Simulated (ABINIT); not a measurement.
Crystal: NiO.

```
Ni O
1.0
     0.00000    2.08590    2.08590
     2.08590    0.00000    2.08590
     2.08590    2.08590    0.00000
Ni O
1 1
Direct
  0.00000 0.00000 0.00000
  0.50000 0.50000 0.50000
```

Base run:

```yaml
Program: ABINIT 10.8.3 (patched build)
Functional: PBEsol
Potentials_or_basis: JTH PAW PBE v2.0
Cutoff: 816 eV
k_mesh: 9 × 9 × 9
Occupations: fermi-dirac, width 0.05 eV
Spin: collinear spin, ferromagnetic start
Starting_moments: "[1.0, 0.0] μB"
```

Its results: band gap on the k mesh none (metal or under the smearing width); net moment 0.18 μB per cell.

**Question.** After a change of settings the same cell gave: band gap on the k mesh none (metal or under the smearing width); net moment 0.00 μB per cell. Which change was it?
A. k mesh from 9 × 9 × 9 to 4 × 4 × 4
B. functional from PBEsol to PBE; k mesh from 9 × 9 × 9 to 4 × 4 × 4
C. functional from PBEsol to PBE

**Answer.** C.

Caveats: small starting moments can end in a higher magnetic state in this program; semilocal functionals often make such compounds metallic where correlation or magnetic order opens a gap, which also shifts bond lengths.
